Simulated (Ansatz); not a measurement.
# Ru: the crystal squeezed far

Aim: compress Ru (sc type) step by step, far beyond the usual range, and follow pressure and electronic structure. Methods of the runs shown: PAW. Its runs: cell relaxed at zero pressure (PAW); volume scaled by 1 (PAW); volume scaled by 0.95 (PAW); volume scaled by 0.85 (PAW); volume scaled by 0.75 (PAW); volume scaled by 0.65 (PAW); volume scaled by 0.55 (PAW); volume scaled by 0.45 (PAW); volume scaled by 0.4 (PAW).

Program: Ansatz 0.2.0. Level of theory: DFT, LDA, PAW with Ansatz's default frozen-core files, scalar-relativistic. These are calculated values, not measurements.

1 further run of the same task is left out (set aside as unsound or not needed). Runs told in other sessions of the task aren't counted.

### 1 The structure to begin with

Symmetry: Pm-3m, No. 221, cubic system. The conventional cell has a = 2.418 Å, b = 2.418 Å, c = 2.418 Å, α = 90.00°, β = 90.00°, γ = 90.00°. Ru (site symmetry m-3m) has 6 Ru at 2.42 Å in its first shell of neighbours.

Structure file:

```
CELL_PARAMETERS angstrom
2.41787 0.00000 0.00000
0.00000 2.41787 0.00000
0.00000 0.00000 2.41787
ATOMIC_POSITIONS crystal
Ru 0.00000 0.00000 0.00000
```

Whether this phase is the stable one at these pressures isn't tested.

### 2 Cell relaxed at zero pressure, PAW

Contents of input.yaml:

```yaml
crystal:
  lattice:
    - [2.4178666626, 0.0, 0.0]
    - [0.0, 2.4178666626, 0.0]
    - [0.0, 0.0, 2.4178666626]
  atoms:
    - { symbol: Ru, position: [0.0, 0.0, 0.0] }
kpoints:
  mp_grid: { grid: [17, 17, 17] }
scf:
  occupations: { method: fermi_dirac, width: 0.1 }
hamiltonian:
  xc: lda
  pseudopotentials: { kind: paw }
output:
  forces: true
  stress: true
relax:
  f_tol: 0.005
  max_steps: 40
  cell: {}
```

Started as:

```console
$ ansatz run input.yaml --threads 1 --pin off --max-ram 2048MiB --backend cpu --events-out ev --progress --plain --runs-dir out
```

Log:

```text
Engine: ansatz 0.2.0
Pseudopotentials: kind: paw
Pseudopotential: Ru, paw, valence charge 16, recommended cutoff 420 eV (normal)
Functional definition: SPW92
  exchange = slater_x
  correlation = pw_c
Crystal: 1 atoms, lattice volume = 14.135 Å³
Basis set: ecut = 420 eV, 257 PW (Γ)
Bands: 12, of which v1, the nominal top of the filled ones, is band 8 counted from 1 (7 counted from 0)
Symmetry: 48 space group operations
Space group: Pm-3m (ITA 221), of the structure as read, at distance tolerance 2.4e-5 Å
k-points: 165 of 4913
Non-local potential: Ru, projectors of the file, l = 0: 3, l = 1: 2, l = 2: 2, l = 3: 1
PAW form: soft (Blöchl's): semilocal exchange-correlation on the pseudo side does not see the compensation charge
PAW frozen core: Ru, regenerated for the run's functional, and the local potential with it (the file was generated under x = pbe(κ = 0.804, μ = 0.2195149727645171), c = pbe(β = 0.06672455060314922))
PAW one-centre angular grid: Ru, 590 points (default); XC on 64 Gauss nodes
Initial density: superposition of atomic densities (neutral atoms: chi_scale 0, normalization atom), corrected by the library's trained network
Initial wavefunctions: pseudopotential atomic-orbital guess
Functional: x = slater, c = lda
SCF iter   1: F=—  HF=-5757.052750 eV  |F-HF|=—  |Δ(HF+E_count)|=         —  Δρ=1.37e-2  dr2=1.54e-2  ethr=1.77e-3  ⟨swp⟩=5.0  Hψ=11124  notcnv=0
preconditioner: auto → none  [metal: Δε(μ)=0.002 eV  Ē_g=11.269 eV  σ=0.100 eV  W_gap=0.00  n_scr=6 (ndim 8)  ℏωp=27.9 eV  f_vac=0.000  D(μ)=1.34/eV (n_scr^D=18)  sad-step TF]
SCF iter   2: F=—  HF=-5757.047999 eV  |F-HF|=—  |Δ(HF+E_count)|=   4.75e-3  Δρ=6.11e-3  dr2=2.54e-3  ethr=9.63e-5  ⟨swp⟩=1.0  Hψ=3335  notcnv=0
SCF iter   3: F=—  HF=-5757.047601 eV  |F-HF|=—  |Δ(HF+E_count)|=   3.98e-4  Δρ=7.91e-4  dr2=2.55e-5  ethr=1.59e-5  ⟨swp⟩=2.2  Hψ=3099  notcnv=0
SCF iter   4: F=—  HF=-5757.047652 eV  |F-HF|=—  |Δ(HF+E_count)|=   5.17e-5  Δρ=1.07e-4  dr2=1.24e-6  ethr=1.59e-7  ⟨swp⟩=2.9  Hψ=3210  notcnv=0
iter 5 did not close the SCF: its close was put off for the readings that it lacked (scf_convergence_deferred on its scf_iter line)
SCF iter   5: F=-5757.047652 eV  HF=-5757.047652 eV  |F-HF|=1.29e-8  |Δ(HF+E_count)|=   2.60e-7  Δρ=1.57e-5  dr2=1.85e-8  ethr=7.73e-9  ⟨swp⟩=2.7  Hψ=3313  notcnv=0
SCF iter   6: F=-5757.047652 eV  HF=-5757.047652 eV  |F-HF|=4.96e-10  |Δ(HF+E_count)|=   6.81e-9  Δρ=2.71e-6  dr2=6.16e-10  ethr=1.16e-10  ⟨swp⟩=2.0  Hψ=6288  notcnv=0
SCF 1 converged in 6 iterations: F = -5757.047652 eV  dr2 = 6.16e-10
relax step   1: F+E_penalty+E_count = -5757.04765213 eV  Δ(F+E_penalty+E_count) = +0.000e0 eV  max|allowed force component| = 0.000e0 eV/Å  Δτ_max = 0.0000 Å  P = +17.104 GPa  Ω = 14.135 Å³  (6 SCF iters, dr2 threshold 1.00e-7 eV, accepted)
Crystal: 1 atoms, lattice volume = 15.324 Å³
Basis set: ecut = 420 eV, 305 PW (Γ)
Initial density: handed on by an earlier stage of this run
Initial wavefunctions: those handed on with the density
iter 1 solved again at ethr=5.03e-6 eV; its pass at ethr=3.10e-3 eV (dr2=8.06e-4 eV) is discarded
SCF iter   1: F=—  HF=-5757.082726 eV  |F-HF|=—  |Δ(HF+E_count)|=         —  Δρ=3.39e-3  dr2=7.80e-4  ethr=5.03e-6  ⟨swp⟩=2.8  Hψ=15074  notcnv=0
preconditioner: auto → none  [metal: Δε(μ)=0.003 eV  Ē_g=10.525 eV  σ=0.100 eV  W_gap=0.01  n_scr=6 (ndim 8)  ℏωp=26.8 eV  f_vac=0.000  D(μ)=1.52/eV (n_scr^D=18)]
SCF iter   2: F=—  HF=-5757.082754 eV  |F-HF|=—  |Δ(HF+E_count)|=   2.82e-5  Δρ=1.76e-3  dr2=1.50e-4  ethr=4.87e-6  ⟨swp⟩=2.2  Hψ=2427  notcnv=0
SCF iter   3: F=—  HF=-5757.082806 eV  |F-HF|=—  |Δ(HF+E_count)|=   5.17e-5  Δρ=5.34e-4  dr2=4.10e-5  ethr=9.38e-7  ⟨swp⟩=2.0  Hψ=3130  notcnv=0
SCF iter   4: F=—  HF=-5757.082796 eV  |F-HF|=—  |Δ(HF+E_count)|=   9.48e-6  Δρ=4.90e-5  dr2=1.58e-7  ethr=2.56e-7  ⟨swp⟩=2.0  Hψ=2656  notcnv=0
SCF iter   5: F=-5757.082796 eV  HF=-5757.082796 eV  |F-HF|=8.28e-11  |Δ(HF+E_count)|=   2.49e-8  Δρ=7.76e-6  dr2=2.86e-9  ethr=6.25e-10  ⟨swp⟩=4.0  Hψ=6678  notcnv=0
SCF 2 converged in 5 iterations: F = -5757.082796 eV  dr2 = 2.86e-9
relax step   2: F+E_penalty+E_count = -5757.08279644 eV  Δ(F+E_penalty+E_count) = -3.514e-2 eV  max|allowed force component| = 0.000e0 eV/Å  Δτ_max = 0.0000 Å  P = -5.889 GPa  Ω = 15.324 Å³  energy of the carried Pulay correction = -1.929e-4 eV  (5 SCF iters, dr2 threshold 1.00e-7 eV, accepted)
Crystal: 1 atoms, lattice volume = 15.001 Å³
iter 1 solved again at ethr=5.74e-7 eV; its pass at ethr=3.10e-3 eV (dr2=9.18e-5 eV) is discarded
SCF iter   1: F=—  HF=-5757.089509 eV  |F-HF|=—  |Δ(HF+E_count)|=         —  Δρ=9.59e-4  dr2=7.41e-5  ethr=5.74e-7  ⟨swp⟩=2.0  Hψ=13896  notcnv=0
preconditioner: auto → none  [metal: Δε(μ)=0.003 eV  Ē_g=10.721 eV  σ=0.100 eV  W_gap=0.01  n_scr=6 (ndim 8)  ℏωp=27.1 eV  f_vac=0.000  D(μ)=1.47/eV (n_scr^D=18)]
SCF iter   2: F=—  HF=-5757.089503 eV  |F-HF|=—  |Δ(HF+E_count)|=   6.51e-6  Δρ=4.92e-4  dr2=1.16e-5  ethr=4.63e-7  ⟨swp⟩=2.2  Hψ=2561  notcnv=0
SCF iter   3: F=—  HF=-5757.089504 eV  |F-HF|=—  |Δ(HF+E_count)|=   1.45e-6  Δρ=1.69e-4  dr2=1.62e-6  ethr=7.24e-8  ⟨swp⟩=2.1  Hψ=3230  notcnv=0
SCF iter   4: F=-5757.089505 eV  HF=-5757.089505 eV  |F-HF|=4.55e-10  |Δ(HF+E_count)|=   5.59e-7  Δρ=1.16e-5  dr2=1.29e-8  ethr=6.25e-10  ⟨swp⟩=3.0  Hψ=7576  notcnv=0
SCF 3 converged in 4 iterations: F = -5757.089505 eV  dr2 = 1.29e-8
relax step   3: F+E_penalty+E_count = -5757.08950487 eV  Δ(F+E_penalty+E_count) = -6.708e-3 eV  max|allowed force component| = 0.000e0 eV/Å  Δτ_max = 0.0000 Å  P = -0.609 GPa  Ω = 15.001 Å³  energy of the carried Pulay correction = -1.420e-4 eV  (4 SCF iters, dr2 threshold 1.00e-7 eV, accepted)
Crystal: 1 atoms, lattice volume = 14.965 Å³
iter 1 solved again at ethr=4.23e-9 eV; its pass at ethr=3.10e-3 eV (dr2=6.76e-7 eV) is discarded
SCF iter   1: F=—  HF=-5757.089577 eV  |F-HF|=—  |Δ(HF+E_count)|=         —  Δρ=1.04e-4  dr2=7.04e-7  ethr=4.23e-9  ⟨swp⟩=3.3  Hψ=14482  notcnv=0
preconditioner: auto → none  [metal: Δε(μ)=0.004 eV  Ē_g=10.745 eV  σ=0.100 eV  W_gap=0.01  n_scr=6 (ndim 8)  ℏωp=27.1 eV  f_vac=0.000  D(μ)=1.46/eV (n_scr^D=18)]
SCF iter   2: F=—  HF=-5757.089577 eV  |F-HF|=—  |Δ(HF+E_count)|=   6.72e-8  Δρ=5.46e-5  dr2=1.37e-7  ethr=4.23e-9  ⟨swp⟩=2.2  Hψ=2489  notcnv=0
SCF iter   3: F=-5757.089577 eV  HF=-5757.089577 eV  |F-HF|=1.41e-8  |Δ(HF+E_count)|=   5.74e-8  Δρ=1.56e-5  dr2=2.72e-8  ethr=6.25e-10  ⟨swp⟩=4.0  Hψ=5934  notcnv=0
SCF 4 converged in 3 iterations: F = -5757.089577 eV  dr2 = 2.72e-8
relax step   4: F+E_penalty+E_count = -5757.08957683 eV  Δ(F+E_penalty+E_count) = -7.196e-5 eV  max|allowed force component| = 0.000e0 eV/Å  Δτ_max = 0.0000 Å  P = +0.009 GPa  Ω = 14.965 Å³  energy of the carried Pulay correction = -1.364e-4 eV  (3 SCF iters, dr2 threshold 1.00e-7 eV, accepted)
Initial wavefunctions: pseudopotential atomic-orbital guess (no wavefunctions were taken with the density)
iter 1 solved again at ethr=1.00e-8 eV; its pass at ethr=3.10e-3 eV (dr2=1.61e-6 eV) is discarded
SCF iter   1: F=—  HF=-5757.089751 eV  |F-HF|=—  |Δ(HF+E_count)|=         —  Δρ=1.91e-4  dr2=1.89e-7  ethr=1.00e-8  ⟨swp⟩=3.1  Hψ=17062  notcnv=0
preconditioner: auto → none  [metal: Δε(μ)=0.004 eV  Ē_g=10.744 eV  σ=0.100 eV  W_gap=0.01  n_scr=6 (ndim 8)  ℏωp=27.1 eV  f_vac=0.000  D(μ)=1.46/eV (n_scr^D=18)]
SCF iter   2: F=—  HF=-5757.089753 eV  |F-HF|=—  |Δ(HF+E_count)|=   1.78e-6  Δρ=9.52e-5  dr2=4.38e-8  ethr=1.18e-9  ⟨swp⟩=1.0  Hψ=1980  notcnv=0
SCF iter   3: F=—  HF=-5757.089753 eV  |F-HF|=—  |Δ(HF+E_count)|=   5.95e-7  Δρ=2.54e-6  dr2=2.97e-10  ethr=2.74e-10  ⟨swp⟩=1.0  Hψ=1980  notcnv=0
SCF iter   4: F=—  HF=-5757.089753 eV  |F-HF|=—  |Δ(HF+E_count)|=  1.79e-10  Δρ=9.04e-7  dr2=5.52e-11  ethr=1.86e-12  ⟨swp⟩=2.0  Hψ=3316  notcnv=0
SCF iter   5: F=-5757.089753 eV  HF=-5757.089753 eV  |F-HF|=9.09e-13  |Δ(HF+E_count)|=  1.64e-11  Δρ=3.22e-7  dr2=7.63e-12  ethr=1.00e-12  ⟨swp⟩=4.0  Hψ=8001  notcnv=0
SCF 5 converged in 5 iterations: F = -5757.089753 eV  dr2 = 7.63e-12
relax step   5: F+E_penalty+E_count = -5757.08975345 eV  Δ(F+E_penalty+E_count) = -1.766e-4 eV  max|allowed force component| = 0.000e0 eV/Å  Δτ_max = 0.0000 Å  P = +0.036 GPa  Ω = 14.965 Å³  stress off target by 3.63e-2 GPa  SCF on the basis re-selected at this cell (its energy is not comparable with the rows above)  (5 SCF iters)
basis re-selected at this cell: Δ(F+E_penalty+E_count) = -1.766e-4 eV, ΔP = +0.027 GPa vs the last step (what re-selecting the basis moved, of the pressure what is left beyond the Pulay correction that the steps carried, after the strain that the cell walked since its last selection, with what the two solves' SCF thresholds leave and, on support functions, any second-order correction that the steps lacked; it is no measure of the basis error at this ecutwfc). This SCF's stress stands 3.63e-2 GPa from its target on what of the cell is left free (relax.cell.stress_tol is 5.00e-2 GPa) and its largest allowed force component is 0.00e0 eV/Å (relax.f_tol is 5.00e-3 eV/Å): within both
SCF converged after 5 iterations
Free energy (F): -5757.089753 eV
Harris-Foulkes:  -5757.089753 eV  (|F-HF|=9.09e-13)
Internal energy: -5757.042297 eV  (E = F + TS)
E sigma→0 (E₀):  -5757.066025 eV
Entropy (-TS):   -0.047456 eV (-47.456 meV/atom)
Fermi energy:    20.806822 eV
--- Per-component energies (eV) ---
  E_band       = -94.750573
  E_kinetic    = 516.996703
  E_local      = -1445.999291  (includes V_loc(G=0)·N_el)
  E_nonlocal   = 351.135750
  E_hartree    = 474.066726
  E_xc         = -189.136520
  E_vxc        = -238.385313  (∫ρ·V_xc dr)
  E_paw        = -3342.555576  (= ΣΔE_a)
  E_vpaw       = -226.631546  (= ΣTr[D̂ρ^β])
  E_aug_tail   = -0.000211  (compensation charges beyond the density's cutoff)
  E_ewald      = -2122.121563
  E_core_change = 0.571685  (= ΣΔE_core)
  E_smearing   = -0.047456  (= −TS)
  E_closure    = -0.000000  (closes the sum)
  Σ components = -5757.089753   (vs F -5757.089753, Δ=0.00e0)
--- Forces (eV/Å), atoms counted from 1 ---
  atom   1  Ru     0.00000000    -0.00000000    -0.00000000
  max |Σ_I F_I| component: 3.29e-32 eV/Å
--- Stress (GPa, compression-positive) ---
        0.036309       0.000000      -0.000000
        0.000000       0.036309       0.000000
       -0.000000       0.000000       0.036309
  P = ⅓ Tr σ = 0.0363 GPa (0.363 kbar)
--- Relaxed structure (4 steps of the walk, 4 accepted, 1 SCFs on fresh bases) ---
  F+E_penalty+E_count = -5757.08975345 eV   max|allowed force component| = 0.000e0 eV/Å   (the final SCF, on the basis selected at the relaxed cell)
  cell:  # Å, volume = 14.9654 Å³
    - [2.4643159239431593, 8.385819966186088e-34, -3.932106969790605e-34]
    - [8.385819966186088e-34, 2.4643159239431593, 0.0]
    - [-9.067920154823235e-34, 0.0, 2.4643159239431593]
  atoms:
    - { symbol: Ru, position: [0.0, 0.0, 0.0] }
```

It took 9.2 s on 1 thread of Arm Neoverse V1, shared host; peak memory 0.29 GiB.

The steps of the relaxation:

```tsv
step	energy from step 1 (eV/cell)	largest force component (eV/Å)	pressure (GPa)	volume (Å³)
1	0.0000	0.0000	17.10	14.14
2	-0.0351	0.0000	-5.89	15.32
3	-0.0419	0.0000	-0.61	15.00
4	-0.0419	0.0000	0.01	14.97
5	-0.0421	0.0000	0.04	14.97
```

Step 1 is the start. Step 5 repeats the geometry before on a plane-wave basis chosen anew for that cell, so the energy can jump there without any move; the table keeps such jumps.

| input's cell | before | after | change |
| --- | --- | --- | --- |
| a (Å) | 2.418 | 2.464 | +1.9 % |
| b (Å) | 2.418 | 2.464 | +1.9 % |
| c (Å) | 2.418 | 2.464 | +1.9 % |
| volume (Å³/atom) | 14.14 | 14.97 | +5.9 % |

### 3 Volume scaled by 1, PAW

Contents of input.yaml:

```yaml
crystal:
  lattice:
    - [2.4643159239, 0.0, 0.0]
    - [0.0, 2.4643159239, 0.0]
    - [0.0, 0.0, 2.4643159239]
  atoms:
    - { symbol: Ru, position: [0.0, 0.0, 0.0] }
kpoints:
  mp_grid: { grid: [17, 17, 17] }
  band_path:
    path:
      - [0.0, 0.0, 0.0]
      - [0.0, 0.5, 0.0]
      - [0.5, 0.5, 0.0]
      - [0.0, 0.0, 0.0]
      - [0.5, 0.5, 0.5]
      - [0.0, 0.5, 0.0]
      - [0.5, 0.5, 0.5]
      - [0.5, 0.5, 0.0]
    npoints: 8
scf:
  occupations: { method: fermi_dirac, width: 0.1 }
hamiltonian:
  xc: lda
  pseudopotentials: { kind: paw }
output:
  forces: true
  stress: true
  eigenvalues: true
  populations: true
  dos: { projected: true, de: 0.2, e_range: [-14, 8] }
```

Started as:

```console
$ ansatz run input.yaml --threads 1 --pin off --max-ram 2048MiB --backend cpu --events-out ev --progress --plain --runs-dir out
```

Log:

```text
[... 6 set-up lines as earlier in the session ...]
Crystal: 1 atoms, lattice volume = 14.965 Å³
Basis set: ecut = 420 eV, 257 PW (Γ)
Bands: 12, of which v1, the nominal top of the filled ones, is band 8 counted from 1 (7 counted from 0)
[... 1 set-up line as earlier in the session ...]
Space group: Pm-3m (ITA 221), of the structure as read, at distance tolerance 2.5e-5 Å
k-points: 165 of 4913
[... 7 set-up lines as earlier in the session ...]
SCF iter   1: F=—  HF=-5757.093441 eV  |F-HF|=—  |Δ(HF+E_count)|=         —  Δρ=1.17e-2  dr2=1.13e-2  ethr=1.77e-3  ⟨swp⟩=5.0  Hψ=11164  notcnv=0
preconditioner: auto → none  [metal: Δε(μ)=0.023 eV  Ē_g=10.724 eV  σ=0.100 eV  W_gap=0.06  n_scr=6 (ndim 8)  ℏωp=27.1 eV  f_vac=0.000  D(μ)=1.46/eV (n_scr^D=18)  sad-step TF]
SCF iter   2: F=—  HF=-5757.090000 eV  |F-HF|=—  |Δ(HF+E_count)|=   3.44e-3  Δρ=5.06e-3  dr2=1.64e-3  ethr=7.05e-5  ⟨swp⟩=1.4  Hψ=3810  notcnv=0
SCF iter   3: F=—  HF=-5757.089720 eV  |F-HF|=—  |Δ(HF+E_count)|=   2.80e-4  Δρ=7.08e-4  dr2=1.98e-5  ethr=1.03e-5  ⟨swp⟩=2.2  Hψ=2963  notcnv=0
SCF iter   4: F=—  HF=-5757.089754 eV  |F-HF|=—  |Δ(HF+E_count)|=   3.39e-5  Δρ=9.85e-5  dr2=1.27e-6  ethr=1.24e-7  ⟨swp⟩=2.3  Hψ=3130  notcnv=0
iter 5 did not close the SCF: its close was put off for the readings that it lacked (scf_convergence_deferred on its scf_iter line)
SCF iter   5: F=-5757.089753 eV  HF=-5757.089753 eV  |F-HF|=6.68e-9  |Δ(HF+E_count)|=   3.16e-7  Δρ=1.08e-5  dr2=1.06e-8  ethr=7.92e-9  ⟨swp⟩=2.9  Hψ=3340  notcnv=0
SCF iter   6: F=-5757.089753 eV  HF=-5757.089753 eV  |F-HF|=8.73e-11  |Δ(HF+E_count)|=   2.50e-9  Δρ=1.23e-6  dr2=1.36e-10  ethr=6.60e-11  ⟨swp⟩=2.0  Hψ=6158  notcnv=0
SCF 1 converged in 6 iterations: F = -5757.089753 eV  dr2 = 1.36e-10
NSCF: frozen V_eff on 57 k-points
SCF converged after 6 iterations
Free energy (F): -5757.089753 eV
Harris-Foulkes:  -5757.089753 eV  (|F-HF|=8.73e-11)
Internal energy: -5757.042297 eV  (E = F + TS)
E sigma→0 (E₀):  -5757.066025 eV
Entropy (-TS):   -0.047456 eV (-47.456 meV/atom)
Fermi energy:    20.806816 eV
--- Per-component energies (eV) ---
  E_band       = -94.750668
  E_kinetic    = 516.996753
  E_local      = -1445.999617  (includes V_loc(G=0)·N_el)
  E_nonlocal   = 351.135882
  E_hartree    = 474.066921
  E_xc         = -189.136516
  E_vxc        = -238.385307  (∫ρ·V_xc dr)
  E_paw        = -3342.555630  (= ΣΔE_a)
  E_vpaw       = -226.631584  (= ΣTr[D̂ρ^β])
  E_aug_tail   = -0.000211  (compensation charges beyond the density's cutoff)
  E_ewald      = -2122.121563
  E_core_change = 0.571685  (= ΣΔE_core)
  E_smearing   = -0.047456  (= −TS)
  E_closure    = 0.000000  (closes the sum)
  Σ components = -5757.089753   (vs F -5757.089753, Δ=0.00e0)
--- Forces (eV/Å), atoms counted from 1 ---
  atom   1  Ru     0.00000000    -0.00000000     0.00000000
  max |Σ_I F_I| component: 1.31e-31 eV/Å
--- Stress (GPa, compression-positive) ---
        0.036246       0.000000       0.000000
       -0.000000       0.036246       0.000000
       -0.000000      -0.000000       0.036246
  P = ⅓ Tr σ = 0.0362 GPa (0.362 kbar)
--- Band table (eV; the first three rows and the last of 165) ---
  k-point 0: bands = ["-52.1515", "-21.5168", "-21.5168", "-21.5168", "13.2867", "15.0400", "15.0400", "22.5926", "22.5926", "22.5926", "37.6650", "37.6650"]
  k-point 1: bands = ["-52.1460", "-21.5617", "-21.5130", "-21.5130", "13.3985", "15.0651", "15.1578", "22.4684", "22.4684", "22.6020", "37.0174", "37.8720"]
  k-point 2: bands = ["-52.1302", "-21.6893", "-21.5021", "-21.5021", "13.7023", "15.1380", "15.5252", "22.1278", "22.1278", "22.6289", "35.5603", "38.4590"]
  k-point 164: bands = ["-51.6744", "-22.4402", "-22.4390", "-22.4390", "15.6816", "15.7286", "15.7286", "24.6961", "24.6961", "29.9590", "33.4842", "34.0819"]
--- Löwdin populations: 1 site ---
  site symbol       q [e]
     0     Ru     15.9390
  spilling = 0.003811 (of n_electrons = 16.000000)
```

Run time: 3.1 s. Hardware: 1 thread of Arm Neoverse V1, shared host; peak memory 0.28 GiB.

This run gives: pressure 0.04 GPa; no gap.

Levels at the path's labelled points, in eV from the Fermi level:

```tsv
point	band 5	band 6	band 7	band 8	band 9	band 10	band 11
Γ	-7.52	-5.77	-5.77	1.79	1.79	1.79	16.86
X	-4.95	-4.74	-1.09	-1.09	-0.34	2.07	7.84
M	-6.59	-3.86	-0.52	-0.52	3.87	5.82	5.82
Γ	-7.52	-5.77	-5.77	1.79	1.79	1.79	16.86
R	-5.13	-5.13	-5.13	4.06	4.06	9.02	13.12
X	-4.95	-4.74	-1.09	-1.09	-0.34	2.07	7.84
R	-5.13	-5.13	-5.13	4.06	4.06	9.02	13.12
M	-6.59	-3.86	-0.52	-0.52	3.87	5.82	5.82
```

States per cell in windows of 1 eV (zero at the Fermi level; grid of 0.20 eV, so sharp peaks spill over the borders):

```tsv
from	to	total	Ru 4d	Ru 5s
-8	-7	0.01	0.00	0.01
-7	-6	0.17	0.09	0.07
-6	-5	0.93	0.77	0.15
-5	-4	1.89	1.63	0.23
-4	-3	1.26	1.19	0.05
-3	-2	1.20	1.12	0.06
-2	-1	1.15	1.10	0.03
-1	0	1.23	1.16	0.05
0	1	1.50	1.36	0.11
1	2	1.10	0.92	0.12
2	3	0.45	0.26	0.12
3	4	0.36	0.17	0.10
4	5	0.19	0.02	0.09
```

### 4 Volume scaled by 0.95, PAW

Contents of input.yaml:

```yaml
crystal:
  lattice:
    - [2.4225397869, 0.0, 0.0]
    - [0.0, 2.4225397869, 0.0]
    - [0.0, 0.0, 2.4225397869]
  atoms:
    - { symbol: Ru, position: [0.0, 0.0, 0.0] }
kpoints:
  mp_grid: { grid: [17, 17, 17] }
scf:
  occupations: { method: fermi_dirac, width: 0.1 }
hamiltonian:
  xc: lda
  pseudopotentials: { kind: paw }
output:
  forces: true
  stress: true
  eigenvalues: true
  populations: true
  write_density: true
  write_potential: true
  elf: true
  volumetric_format: npy
```

Started as:

```console
$ ansatz run input.yaml --threads 1 --pin off --max-ram 2048MiB --backend cpu --events-out ev --progress --plain --runs-dir out
```

Log (excerpt; [...] marks lines left out):

```text
[...]
[... 3 set-up lines as earlier in the session ...]
[...]
Crystal: 1 atoms, lattice volume = 14.217 Å³
Basis set: ecut = 420 eV, 257 PW (Γ)
Bands: 12, of which v1, the nominal top of the filled ones, is band 8 counted from 1 (7 counted from 0)
[... 1 set-up line as earlier in the session ...]
[...]
        0.000000      15.168024       0.000000
        0.000000       0.000000      15.168024
  P = ⅓ Tr σ = 15.1680 GPa (151.680 kbar)
--- Band table (eV; the first three rows and the last of 165) ---
  k-point 0: bands = ["-50.8902", "-20.1456", "-20.1456", "-20.1456", "14.3817", "16.0243", "16.0243", "24.1451", "24.1451", "24.1451", "39.4445", "39.4445"]
[...]
--- Löwdin populations: 1 site ---
  site symbol       q [e]
     0     Ru     15.9393
  spilling = 0.003791 (of n_electrons = 16.000000)
```

Run time: 3.3 s. Hardware: 1 thread of Arm Neoverse V1, shared host; peak memory 0.28 GiB.

Result: pressure 15.17 GPa; no gap.

Density in a lattice plane of the grid's cell (edges 2.42 and 2.42 Å, at 0.000 of the third edge), which holds Ru.

Ten even steps from '0' (0.23 e/Å³) to '9' (10.16 e/Å³):
```
999875421000000012457899
998765321000000012356789
887654211000000011245678
665432210000000001223456
443321100000000000112334
222111000000000000011122
111100000000000000000111
000000000000000000000000
000000000000000000000000
000000000000000000000000
000000000000000000000000
000000000000000000000000
111100000000000000000111
222111000000000000011122
443321100000000000112334
665432210000000001223456
887654211000000011245678
998765321000000012356789
999875421000000012457899
999876421100000112467899
```
Columns run along the first of these edges and rows up along the second, over one cell in 24 and 20 even steps from the bottom left corner. Atoms in the plane (fractional): Ru at (0.00, 0.00).

ELF in the same plane.

Values, 12 rows by 12 columns:
```
0.35 0.49 0.64 0.62 0.46 0.30 0.26 0.30 0.46 0.62 0.64 0.49
0.62 0.64 0.65 0.55 0.38 0.27 0.26 0.27 0.38 0.55 0.65 0.64
0.64 0.62 0.55 0.42 0.29 0.25 0.27 0.25 0.29 0.42 0.55 0.62
0.49 0.46 0.38 0.29 0.24 0.25 0.27 0.25 0.24 0.29 0.38 0.46
0.31 0.30 0.27 0.25 0.25 0.26 0.27 0.26 0.25 0.25 0.27 0.30
0.27 0.26 0.26 0.27 0.27 0.27 0.27 0.27 0.27 0.27 0.26 0.26
0.31 0.30 0.27 0.25 0.25 0.26 0.27 0.26 0.25 0.25 0.27 0.30
0.49 0.46 0.38 0.29 0.24 0.25 0.27 0.25 0.24 0.29 0.38 0.46
0.64 0.62 0.55 0.42 0.29 0.25 0.27 0.25 0.29 0.42 0.55 0.62
0.62 0.64 0.65 0.55 0.38 0.27 0.26 0.27 0.38 0.55 0.65 0.64
0.35 0.49 0.64 0.62 0.46 0.30 0.26 0.30 0.46 0.62 0.64 0.49
0.15 0.35 0.62 0.64 0.49 0.31 0.27 0.31 0.49 0.64 0.62 0.35
```
Columns run along the first of these edges and rows up along the second, over one cell in 12 and 12 even steps from the bottom left corner. Atoms in the plane (fractional): Ru at (0.00, 0.00).

Both are smooth fields of the valence electrons: close to the nuclei they are not physical.

[end of part 1 of 2]
